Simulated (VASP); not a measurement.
# SnSe2 (P-3m1) in VASP: electric field gradients with PBE

Aim: the electric field gradients of SnSe2 with PBE.

Everything below comes from runs of VASP 6.6.1. Logs are shortened: lines on timing, memory, paths and dates and some standing lists are left out, and cuts for length are marked.

### 1 The structure

Symmetry: P-3m1, No. 164, trigonal system. The conventional cell has a = 3.811 Å, b = 3.811 Å, c = 6.137 Å, α = 90.00°, β = 90.00°, γ = 120.00°. Sn (site symmetry -3m) is surrounded by 6 Se at 2.68 Å. Se (site symmetry 3m) is surrounded by 3 Sn at 2.68 Å.

### 2 Electric field gradients, PBE

Input file INCAR:

```
PREC     = Accurate       # precision mode
ENCUT    = 520            # plane-wave cutoff, eV
EDIFF    = 1E-8           # SCF threshold, eV
ISMEAR   = -1             # smearing method
SIGMA    = 0.02           # smearing width, eV
LREAL    = False          # projectors in reciprocal space
LASPH    = True           # aspherical terms in the spheres
NELM     = 80             # most SCF steps
ALGO     = Normal         # electronic algorithm
ISIF     = 2              # what is computed and relaxed
LWAVE    = False          # write WAVECAR
LCHARG   = False          # write CHGCAR
GGA      = PE             # functional
LEFG     = True         
NBANDS   = 20             # bands
```

Input file KPOINTS:

```
regular mesh
0
Gamma
  8 8 5
```

Input file POSCAR:

```
SnSe2
1.0
    3.8109987816      0.0000000000      0.0000000000
   -1.9054993908      3.3004217586      0.0000000000
    0.0000000000      0.0000000000      6.1370000000
Sn Se
1 2
Direct
    0.0000000000      0.0000000000      0.0000000000
    0.3333333333      0.6666666667      0.2500000000
    0.6666666667      0.3333333333      0.7500000000
```

Potentials or basis: VASP PAW PBE potentials, release 64 (Sn_d, Se).

On the command line:

```sh
cat potpaw_PBE.64/Sn_d/POTCAR potpaw_PBE.64/Se/POTCAR > POTCAR
mpirun -np 1 vasp_std > vasp.out
```

OUTCAR:

```text
PREC = Accurate
   ENCUT = 520
   EDIFF = 1E-8
   ISMEAR = -1
   LREAL = False
   LASPH = True
   NELM = 80
   ISIF = 2
   GGA = PE

 ion  position               nearest neighbor table
   1  0.000  0.000  0.000-   2 2.68   3 2.68   2 2.68   3 2.68   3 2.68   2 2.68
   2  0.333  0.667  0.250-   1 2.68   1 2.68   1 2.68
   3  0.667  0.333  0.750-   1 2.68   1 2.68   1 2.68

  LATTYP: Found a hexagonal cell.
 ALAT       =     3.8109987816
 C/A-ratio  =     1.6103390087

  Lattice vectors:

 A1 = (   3.8109987816,   0.0000000000,   0.0000000000)
 A2 = (  -1.9054993908,   3.3004217586,   0.0000000000)
 A3 = (   0.0000000000,   0.0000000000,   6.1370000000)

Analysis of symmetry for initial positions (statically):
=====================================================================
 Subroutine PRICEL returns:
 Original cell was already a primitive cell.

 Routine SETGRP: Setting up the symmetry group for a
 hexagonal supercell.

 Subroutine GETGRP returns: Found 12 space group operations
 (whereof 12 operations were pure point group operations)
 out of a pool of 24 trial point group operations.

The static configuration has the point symmetry D_3d.

Analysis of symmetry for dynamics (positions and initial velocities):
=====================================================================
 Subroutine PRICEL returns:
 Original cell was already a primitive cell.

 Routine SETGRP: Setting up the symmetry group for a
 hexagonal supercell.

 Subroutine GETGRP returns: Found 12 space group operations
 (whereof 12 operations were pure point group operations)
 out of a pool of 24 trial point group operations.

The dynamic configuration has the point symmetry D_3d.

 Subroutine INISYM returns: Found 12 space group operations
 (whereof 12 operations are pure point group operations),
 and found     1 'primitive' translations

----------------------------------------------------------------------------------------

                                     Primitive cell

  volume of cell :      77.1906

  direct lattice vectors                    reciprocal lattice vectors
     3.810998782  0.000000000  0.000000000     0.262398405  0.151495789  0.000000000
    -1.905499391  3.300421759  0.000000000     0.000000000  0.302991579  0.000000000
     0.000000000  0.000000000  6.137000000     0.000000000  0.000000000  0.162946065

  length of vectors
     3.810998782  3.810998782  6.137000000     0.302991579  0.302991579  0.162946065

  position of ions in fractional coordinates (direct lattice)
     0.000000000  0.000000000  0.000000000
     0.333333333  0.666666667  0.250000000
     0.666666667  0.333333333  0.750000000

  ion indices of the primitive-cell ions
   primitive index   ion index
                 1           1
                 2           2
                 3           3

----------------------------------------------------------------------------------------

 KPOINTS: regular mesh

Automatic generation of k-mesh.
 Grid dimensions read from file:
 generate k-points for:    8    8    5

 Generating k-lattice:

  Cartesian coordinates                     Fractional coordinates (reciprocal lattice)
     0.032799801  0.018936974  0.000000000     0.125000000  0.000000000  0.000000000
     0.000000000  0.037873947  0.000000000     0.000000000  0.125000000  0.000000000
     0.000000000  0.000000000  0.032589213     0.000000000  0.000000000  0.200000000

  Length of vectors
     0.037873947  0.037873947  0.032589213

  Shift w.r.t. Gamma in fractional coordinates (k-lattice)
     0.000000000  0.000000000  0.000000000

 Subroutine IBZKPT returns following result:
 ===========================================

 Found     40 irreducible k-points:

 Following reciprocal coordinates:
            Coordinates               Weight
  0.000000  0.000000  0.000000      1.000000
  0.125000  0.000000  0.000000      6.000000
  0.250000  0.000000  0.000000      6.000000
  0.375000 -0.000000  0.000000      6.000000
  0.500000  0.000000  0.000000      3.000000
  0.125000  0.125000  0.000000      6.000000
[... 16 lines left out ...]
 -0.125000  0.500000  0.200000     12.000000
  0.250000  0.250000  0.200000     12.000000
 [... further k-points ...]
   k-points           NKPTS =     40   k-points in BZ     NKDIM =     40   number of bands    NBANDS=     20
   number of dos      NEDOS =    301   number of ions     NIONS =      3
   total plane-waves  NPLWV =  37632
   dimension x,y,z NGX =    28 NGY =   28 NGZ =   48
   dimension x,y,z NGXF=    56 NGYF=   56 NGZF=   96
   ions per type =               1   2
   NGX,Y,Z   is equivalent  to a cutoff of  12.21, 12.21, 13.00 a.u.
   NGXF,Y,Z  is equivalent  to a cutoff of  24.43, 24.43, 26.01 a.u.
 SYSTEM =  unknown system
   PREC   = accura    normal or accurate (medium, high low for compatibility)
   ISTART =      0    job   : 0-new  1-cont  2-samecut
   ICHARG =      2    charge: 1-file 2-atom 10-const
   ISPIN  =      1    spin polarized calculation?
   LNONCOLLINEAR =      F non collinear calculations
   LSORBIT =      F    spin-orbit coupling
   LASPH  =      T    aspherical Exc in radial PAW
   ENCUT  =  520.0 eV  38.22 Ry    6.18 a.u.   7.09  7.09 11.41*2*pi/ulx,y,z
   NELM   =     80;   NELMIN=  2; NELMDL= -5     # of ELM steps
   EDIFF  = 0.1E-07   stopping-criterion for ELM
   LREAL  =      F    real-space projection
   EDIFFG = 0.1E-06   stopping-criterion for IOM
   NSW    =      0    number of steps for IOM
   IBRION =     -1    ionic relax: 0-MD 1-quasi-New 2-CG
   NFREE  =      0    steps in history (QN), initial steepest desc. (CG)
   ISIF   =      2    stress and relaxation
   ISYM   =      2    0-nonsym 1-usesym 2-fastsym
   POTIM  = 0.5000    time-step for ionic-motion
   TEBEG  =    0.0;   TEEND  =   0.0 temperature during run
   PSTRESS=    0.0 pullay stress
   NELECT =      26.0000    total number of electrons
   NUPDOWN=      -1.0000    fix difference up-down
   EMIN   =  10.00;   EMAX   =-10.00  energy-range for DOS
   EFERMI =   0.00;   METHOD = LEGACY
   ISMEAR =    -1;   SIGMA  =   0.02  broadening in eV -4-tet -1-fermi 0-gaus
   EFERMI_NEDOS =   21; number of points for ismear=-14 and -15
   IALGO  =     38    algorithm
   IMIX   =      4    mixing-type and parameters
     AMIX     =   0.40;   BMIX     =  1.00
     AMIX_MAG =   1.60;   BMIX_MAG =  1.00
  volume/ion in A,a.u.               =      25.73       173.64
  Fermi-wavevector in a.u.,A,eV,Ry     =   1.139054  2.152501 17.652812  1.297445
  Thomas-Fermi vector in A             =   2.275758
   LORBIT       =      0    0 simple, 1 ext, 2 COOP (PROOUT), +10 PAW based schemes
   GGA     = PE    functional components
   LHFCALC =     F    Hartree Fock is set to
   AEXX    =    0.0000 exact exchange contribution
   IVDW    =     0    specifies the selected vdW correction
   LEPSILON=     F    determine dielectric tensor
   LRPA    =     F    only Hartree local field effects (RPA)
 non-spin polarized calculation
  energy-cutoff  :      520.00
  volume of cell :       77.19
 maximum number of plane-waves:      2095
   NGX = 15   NGY = 15   NGZ = 23

 number of electron      26.0000006 magnetization

 Free energy of the ion-electron system (eV)
  ---------------------------------------------------
  ext. energy  EPLUGINS =         0.00000000
  ---------------------------------------------------
  free energy    TOTEN  =       -11.75633723 eV

  energy without entropy =      -11.75633723  energy(sigma->0) =      -11.75633723

 E-fermi :   4.5690     XC(G=0):  -9.4587

 val. band max:        4.1714969035   @ k =   0.1250   0.0000   0.0000
 cond. band min:       4.9649173118   @ k =   0.5000   0.0000   0.4000
 fundamental gap:      0.7934204083
 Fermi energy:         4.5689819909

 k-point     1 :       0.0000    0.0000    0.0000
  band No.  band energies     occupation
      1     -17.0932      2.00000
      2     -17.0932      2.00000
      3     -17.0544      2.00000
      4     -17.0398      2.00000
      5     -17.0398      2.00000
      6      -9.8100      2.00000
[... 12 lines left out ...]
     19      13.1213      0.00000
     20      13.1213      0.00000

 k-point     2 :       0.1250    0.0000    0.0000
  band No.  band energies     occupation
      1     -17.1010      2.00000
      2     -17.0879      2.00000
      3     -17.0502      2.00000
      4     -17.0429      2.00000
      5     -17.0386      2.00000
      6      -9.6539      2.00000
[... 12 lines left out ...]
     19      12.6149      0.00000
     20      13.2883      0.00000

 k-point     3 :       0.2500    0.0000    0.0000
  band No.  band energies     occupation
      1     -17.1219      2.00000
      2     -17.0785      2.00000
      3     -17.0530      2.00000
      4     -17.0355      2.00000
      5     -17.0323      2.00000
      6      -9.2095      2.00000
[... 12 lines left out ...]
     19      12.3814      0.00000
     20      13.8064      0.00000

 k-point     4 :       0.3750   -0.0000    0.0000
  band No.  band energies     occupation
      1     -17.1440      2.00000
      2     -17.0741      2.00000
      3     -17.0599      2.00000
      4     -17.0225      2.00000
      5     -17.0209      2.00000
      6      -8.5822      2.00000
[... 12 lines left out ...]
     19      13.5514      0.00000
     20      14.2345      0.00000

 k-point     5 :       0.5000    0.0000    0.0000
  band No.  band energies     occupation
      1     -17.1534      2.00000
      2     -17.0734      2.00000
      3     -17.0626      2.00000
      4     -17.0171      2.00000
      5     -17.0149      2.00000
      6      -8.1545      2.00000
[... 12 lines left out ...]
     19      14.1853      0.00000
     20      14.8382      0.00000
[... 353 lines left out ...]
      6      -8.7613      2.00000
[... 12 lines left out ...]
     19      11.6699      0.00000
     20      13.7030      0.00000

 k-point    22 :       0.3750    0.1250    0.2000
  band No.  band energies     occupation
      1     -17.1440      2.00000
      2     -17.0810      2.00000
      3     -17.0574      2.00000
      4     -17.0232      2.00000
      5     -17.0164      2.00000
      6      -8.1744      2.00000
[... 12 lines left out ...]
     19      13.6517      0.00000
     20      14.9838      0.00000

 k-point    23 :      -0.1250    0.5000    0.2000
  band No.  band energies     occupation
      1     -17.1440      2.00000
      2     -17.0810      2.00000
      3     -17.0574      2.00000
      4     -17.0231      2.00000
      5     -17.0164      2.00000
      6      -8.1761      2.00000
[... 12 lines left out ...]
     19      13.2976      0.00000
     20      14.2412      0.00000

 k-point    24 :       0.2500    0.2500    0.2000
  band No.  band energies     occupation
      1     -17.1308      2.00000
      2     -17.0925      2.00000
      3     -17.0478      2.00000
      4     -17.0348      2.00000
      5     -17.0164      2.00000
      6      -8.2176      2.00000
[... 12 lines left out ...]
     19      11.5946      0.00000
     20      13.9543      0.00000

 [... further k-points ...]
[... 5 lines left out ...]
  --------------------------------------------------------------------------------------
  -------------------------------------------------------------------------------------
  Total        2.3711217      2.3711217      3.0043482      0.0000000      0.0000000      0.0000000
  in kB       49.2152898     49.2152898     62.3586164      0.0000000      0.0000000      0.0000000
  external PRESSURE =      53.5963987 kB  Pullay stress =       0.0000000 kB

 VOLUME and BASIS-vectors are now :
 -----------------------------------------------------------------------------
  energy-cutoff  :      520.00
  volume of cell :       77.19
      direct lattice vectors                 reciprocal lattice vectors
     3.810998782  0.000000000  0.000000000     0.262398405  0.151495789  0.000000000
    -1.905499391  3.300421759  0.000000000     0.000000000  0.302991579  0.000000000
     0.000000000  0.000000000  6.137000000     0.000000000  0.000000000  0.162946065

 POSITION                                       TOTAL-FORCE (eV/Angst)
 -----------------------------------------------------------------------------------
      0.00000      0.00000      0.00000         0.000000      0.000000      0.000000
     -0.00000      2.20028      1.53425        -0.000000      0.000000      0.734568
      1.90550      1.10014      4.60275        -0.000000     -0.000000     -0.734568
 -----------------------------------------------------------------------------------
    total drift:                               -0.000000     -0.000000     -0.000000

  FREE ENERGIE OF THE ION-ELECTRON SYSTEM (eV)
  ---------------------------------------------------
  free  energy   TOTEN  =       -11.7563372276 eV

  energy  without entropy=      -11.7563372275  energy(sigma->0) =      -11.75633723

 Electric field gradients (V/A^2)
---------------------------------------------------------------------
 ion       V_xx      V_yy      V_zz      V_xy      V_xz      V_yz
---------------------------------------------------------------------
   1      -2.291    -2.291     4.582    -0.000     0.000    -0.000
   2      46.198    46.197   -92.395    -0.000    -0.000     0.000
   3      46.198    46.197   -92.395    -0.000    -0.000     0.000
---------------------------------------------------------------------

 Electric field gradients after diagonalization (V/A^2)
 (convention: |V_zz| > |V_xx| > |V_yy|)
----------------------------------------------------------------------
 ion       V_xx      V_yy      V_zz     asymmetry (V_yy - V_xx)/ V_zz
----------------------------------------------------------------------
   1      -2.291    -2.291     4.582       0.000
   2      46.198    46.197   -92.395       0.000
   3      46.198    46.197   -92.395       0.000
----------------------------------------------------------------------

           NMR quadrupolar parameters

 Cq : quadrupolar parameter    Cq=e*Q*V_zz/h
 eta: asymmetry parameters     (V_yy - V_xx)/ V_zz
 Q  : nuclear electric quadrupole moment in mb (millibarn)
----------------------------------------------------------------------
 ion       Cq(MHz)       eta       Q (mb)
----------------------------------------------------------------------
   1       0.011       0.000       1.000
   2      -0.223       0.000       1.000
   3      -0.223       0.000       1.000
----------------------------------------------------------------------
```

It took 27 s on 1 thread of Intel Xeon 6975P-C (Granite Rapids), shared host; peak memory 0.22 GiB.

Results:

- Free energy: -11.7563 eV
- Pressure: 5.4 GPa
- Largest force: 0.735 eV/Å
- Band gap on the k mesh: 0.79 eV, indirect (least direct gap 1.09 eV)

Forces on the atoms (eV/Å):
```
Sn   0.000  0.000  0.000
Se   0.000  0.000  0.735
Se   0.000  0.000 -0.735
```

Levels at points of the mesh, in eV from the valence-band top:
```csv
k point,band 11,band 12,band 13,band 14,band 15,band 16
"(0.00, 0.00, 0.00)",-0.38,-0.38,-0.01,1.08,2.96,4.64
"(0.50, 0.00, 0.00)",-2.66,-1.22,-0.30,1.16,3.79,5.43
```

Electric field gradients, principal values (V/Å²):
```
atom     Vxx     Vyy      Vzz
1 Sn  -2.291  -2.291    4.582
2 Se  46.197  46.198  -92.395
3 Se  46.197  46.198  -92.395
```

Caveat: spin-orbit coupling is left out, which moves the levels of the heavy elements; an odd mesh through Γ misses points on the zone boundary, where band edges often lie; the cell's inner coordinates are idealised or old, which leaves forces on the atoms; this functional lacks dispersion, which binds the layers, so the pressure and a relaxed spacing across them are unreliable.
